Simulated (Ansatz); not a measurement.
The system is V.

```
CELL_PARAMETERS angstrom
-1.51435 1.51435 1.51435
1.51435 -1.51435 1.51435
1.51435 1.51435 -1.51435
ATOMIC_POSITIONS crystal
V 0.00000 0.00000 0.00000
```

Program: Ansatz 0.2.0. Alike in all runs: task density of states; potentials or basis all-electron LAPW, scalar-relativistic; spin collinear, ferromagnetic start; cell as given; k mesh 12 × 12 × 12; cutoff (eV) 257; smearing fermi-dirac 0.05 eV; basis error allowed 0.001 eV/atom.

Question: Order these runs on this cell by their pressure, lowest first.
A. level PBEsol
B. level PBEsol+U; U V d U = 2 eV
C. level PBEsol+U; U V d U = 6 eV
D. level PBEsol+U; U V d U = 4 eV

Answer: A (-12.1 GPa), B (-8.5 GPa), D (21.4 GPa), C (55.9 GPa).

Caveats: the magnetic state may not be the lowest (some runs); U is the effective U less J, on atomic orbitals that reach past the spheres (some runs); the U is typed as a test and isn't derived for this compound (some runs); a pressure of tens of GPa on the cell as given is suspect, and the run, the potentials or the cell itself is likely at fault (some runs); the starting moments weren't kept (some runs).

Runs at the PBE level aren't shown here.
